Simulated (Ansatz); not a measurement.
## KF (P-6m2) at 2 levels of theory

One geometry, relaxed with PBE; plane waves with PAW potentials in Ansatz, scalar-relativistic. No spin polarisation. Gaps are the least over mesh and band path; pressure is positive in compression.

```cif
data_structure
_symmetry_space_group_name_H-M 'P-6m2'
_symmetry_Int_Tables_number 187
_cell_length_a 3.6932
_cell_length_b 3.6932
_cell_length_c 3.3621
_cell_angle_alpha 90.000
_cell_angle_beta 90.000
_cell_angle_gamma 120.000
_cell_volume 39.72
loop_
_atom_site_label
_atom_site_type_symbol
_atom_site_symmetry_multiplicity
_atom_site_Wyckoff_symbol
_atom_site_fract_x
_atom_site_fract_y
_atom_site_fract_z
_atom_site_occupancy
K1 K 1 b 0.00000 0.00000 0.50000 1
F1 F 1 e 0.66667 0.33333 0.00000 1
```

```
level  cutoff (eV)  k mesh  gap (eV)  pressure (GPa)
  PBE          420   6×6×8      5.64             0.0
```

What comes out on the same cell with r2SCAN?

```
 level  cutoff (eV)  k mesh  gap (eV)  pressure (GPa)
r2SCAN          500   6×6×8      6.32            -1.9
```

Another cell of KF relaxed alike, in Fm-3m, lies 62 meV/atom lower, so this cell isn't the stable form at this level.

It was reached by relaxing an invented guess, and it needn't be the stable form of this composition.
